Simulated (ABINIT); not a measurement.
A self-consistent single point of SrF2 (Fm-3m, 3 atoms in the cell) with ABINIT

Method of the run: PBE, PAW (JTH v2.0 PBE PAW) (plane waves; ABINIT).

The input file:

```
# SrF2, JTH v2.0 PBE PAW
pp_dirpath "./"
pseudos "Sr.GGA_PBE-JTH.xml, F.GGA_PBE-JTH.xml"
acell 3*1.0 Angstrom
rprim
         0.0000000000    2.8855000000    2.8855000000
         2.8855000000    0.0000000000    2.8855000000
         2.8855000000    2.8855000000    0.0000000000
natom 3
ntypat 2
znucl 38 9
typat 1 2 2
xred
         0.0000000000    0.0000000000    0.0000000000
         0.2500000000    0.2500000000    0.2500000000
         0.7500000000    0.7500000000    0.7500000000
ecut 24
pawecutdg 48
occopt 3
tsmear 0.00073499
nband 17
kptopt 1
ngkpt 4 4 4
nshiftk 1
shiftk 0 0 0
nstep 50
tolvrs 1.0e-10
prtwf 0
prtden 0
enunit 2
```

The program printed (abridged):

```
 Symmetries : space group Fm -3 m (#225); Bravais cF (face-center cubic)

 -outvars: echo values of preprocessed input variables --------
            acell      1.8897261329E+00  1.8897261329E+00  1.8897261329E+00 Bohr
             ecut      2.40000000E+01 Hartree
           enunit           2
              ixc     -101130
         kptrlatt        4    0    0      0    4    0      0    0    4
          kptrlen      3.08457218E+01
            natom           3
            nband          17
            ngfft          36      36      36
          ngfftdg          50      50      50
             nkpt           8
            nstep          50
             nsym          48
           ntypat           2
           occopt           3
        pawecutdg      4.80000000E+01 Hartree
            rprim      0.0000000000E+00  2.8855000000E+00  2.8855000000E+00
                       2.8855000000E+00  0.0000000000E+00  2.8855000000E+00
                       2.8855000000E+00  2.8855000000E+00  0.0000000000E+00
          spgroup         225
           tolvrs      1.00000000E-10
           tsmear      7.34990000E-04 Hartree
            typat      1  2  2
           useylm           1
             xred      0.0000000000E+00  0.0000000000E+00  0.0000000000E+00
                       2.5000000000E-01  2.5000000000E-01  2.5000000000E-01
                       7.5000000000E-01  7.5000000000E-01  7.5000000000E-01
            znucl       38.00000    9.00000

== DATASET  1 ==================================================================

 Real(R)+Recip(G) space primitive vectors, cartesian coordinates (Bohr,Bohr^-1):
 R(1)=  0.0000000  5.4528048  5.4528048  G(1)= -0.0916959  0.0916959  0.0916959
 R(2)=  5.4528048  0.0000000  5.4528048  G(2)=  0.0916959 -0.0916959  0.0916959
 R(3)=  5.4528048  5.4528048  0.0000000  G(3)=  0.0916959  0.0916959 -0.0916959
 Unit cell volume ucvol=  3.2425736E+02 bohr^3
 Angles (23,13,12)=  6.00000000E+01  6.00000000E+01  6.00000000E+01 degrees

 Coarse grid specifications (used for wave-functions):

 getcut: wavevector=  0.0000  0.0000  0.0000  ngfft=  36  36  36
         ecut(hartree)=     24.000   => boxcut(ratio)=   2.11688

 Fine grid specifications (used for densities):

 getcut: wavevector=  0.0000  0.0000  0.0000  ngfft=  50  50  50
         ecut(hartree)=     48.000   => boxcut(ratio)=   2.07981

   8.33993512E+02                                ecore*ucvol(ha*bohr**3)

_setup2: Arith. and geom. avg. npw (full set) are    1814.453    1814.393

--- !BeginCycle
solver: {iscf: 17, nstep: 50, nline: 4, wfoptalg: 10, }
tolerances: {tolvrs: 1.00E-10, }
...

     iter   Etot(hartree)      deltaE(h)  residm     nres2
 ETOT  1  -80.102596699393    -8.010E+01 5.818E-02 2.971E+01
 ETOT  2  -80.099042812630     3.554E-03 5.538E-03 1.602E+01
 ETOT  3  -80.088720119731     1.032E-02 1.766E-03 1.242E+00
 ETOT  4  -80.089028280591    -3.082E-04 5.167E-04 8.397E-02
 ETOT  5  -80.089296150974    -2.679E-04 5.570E-04 5.607E-03
 ETOT  6  -80.089428672530    -1.325E-04 4.608E-04 4.398E-04
 ETOT  7  -80.089445843037    -1.717E-05 1.714E-03 1.749E-04
 ETOT  8  -80.089446024520    -1.815E-07 1.345E-03 1.704E-05
 ETOT  9  -80.089446020983     3.537E-09 2.046E-03 2.289E-08
 ETOT 10  -80.089446021245    -2.623E-10 6.874E-04 9.724E-09
 ETOT 11  -80.089446021245     7.105E-14 6.606E-04 1.189E-09
 ETOT 12  -80.089446021244     5.542E-13 1.709E-04 2.913E-11

 At SCF step   12       nres2   =  2.91E-11 < tolvrs=  1.00E-10 =>converged.

 Cartesian components of stress tensor (hartree/bohr^3)
  sigma(1 1)= -9.26891370E-05  sigma(3 2)=  0.00000000E+00
  sigma(2 2)= -9.26891370E-05  sigma(3 1)=  0.00000000E+00
  sigma(3 3)= -9.26891370E-05  sigma(2 1)=  0.00000000E+00

 ----iterations are completed or convergence reached----

 reduced coordinates (array xred) for    3 atoms
       0.000000000000      0.000000000000      0.000000000000
       0.250000000000      0.250000000000      0.250000000000
       0.750000000000      0.750000000000      0.750000000000
 cartesian forces (eV/Angstrom) at end:
    1      0.00000000000000    -0.00000000000000     0.00000000000000
    2      0.00000000000000     0.00000000000000    -0.00000000000000
    3     -0.00000000000000    -0.00000000000000     0.00000000000000
 frms,max,avg= 1.0623037E-29 1.9011453E-29   0.000E+00  0.000E+00  0.000E+00 e/A
 length scales=  1.889726132886  1.889726132886  1.889726132886 bohr
              =  1.000000000000  1.000000000000  1.000000000000 angstroms
 Fermi (or HOMO) energy (hartree) =   0.10245   Average Vxc (hartree)=  -0.34047
 Eigenvalues (hartree) for nkpt=   8  k points:
 kpt#   1, nband= 17, wtk=  0.01563, kpt=  0.0000  0.0000  0.0000 (reduced coord)
  -1.09096   -0.70100   -0.68589   -0.42587   -0.42587   -0.42587   -0.05139   -0.05139
  -0.05139    0.00854    0.00854    0.00854    0.27023    0.38648    0.38648    0.47938
   0.47938
      occupation numbers for kpt#   1
   2.00000    2.00000    2.00000    2.00000    2.00000    2.00000    2.00000    2.00000
   2.00000    2.00000    2.00000    2.00000    0.00000    0.00000    0.00000    0.00000
   0.00000
 prteigrs : prtvol=0 or 1, do not print more k-points.

 Fermi (or HOMO) energy (eV) =   2.78790   Average Vxc (eV)=  -9.26471
 Eigenvalues (   eV  ) for nkpt=   8  k points:
 kpt#   1, nband= 17, wtk=  0.01563, kpt=  0.0000  0.0000  0.0000 (reduced coord)
 -29.68643  -19.07506  -18.66394  -11.58843  -11.58843  -11.58843   -1.39837   -1.39837
  -1.39837    0.23250    0.23250    0.23250    7.35345   10.51671   10.51671   13.04465
  13.04465
 prteigrs : prtvol=0 or 1, do not print more k-points.

--- !EnergyTerms
comment             : Components of total free energy in Hartree
kinetic             :  2.87219718874863E+01
hartree             :  2.16235067024715E+01
xc                  : -1.37513956575186E+01
Ewald energy        : -5.68119821057963E+01
psp_core            :  2.57201107040707E+00
local_psp           : -6.75913354912986E+01
spherical_terms     :  5.14777756309521E+00
internal            : -8.00894460311534E+01
'-kT*entropy'       :  7.52639330014858E-16
total_energy        : -8.00894460311534E+01
total_energy_eV     : -2.17934465908847E+03
...

-Cartesian components of stress tensor (GPa)         [Pressure=  2.7270E+00 GPa]
- sigma(1 1)= -2.72700810E+00  sigma(3 2)=  0.00000000E+00
- sigma(2 2)= -2.72700810E+00  sigma(3 1)=  0.00000000E+00
- sigma(3 3)= -2.72700810E+00  sigma(2 1)=  0.00000000E+00

 Calculation completed.
```

The run converged in 12 iterations.

The starting cell has typed, rounded lattice constants, without a prior relaxation at this level. Its lattice was rescaled by up to half a per cent.

These are the values that this program gave, and no reference: the one-centre exchange-correlation terms come from a truncated expansion.
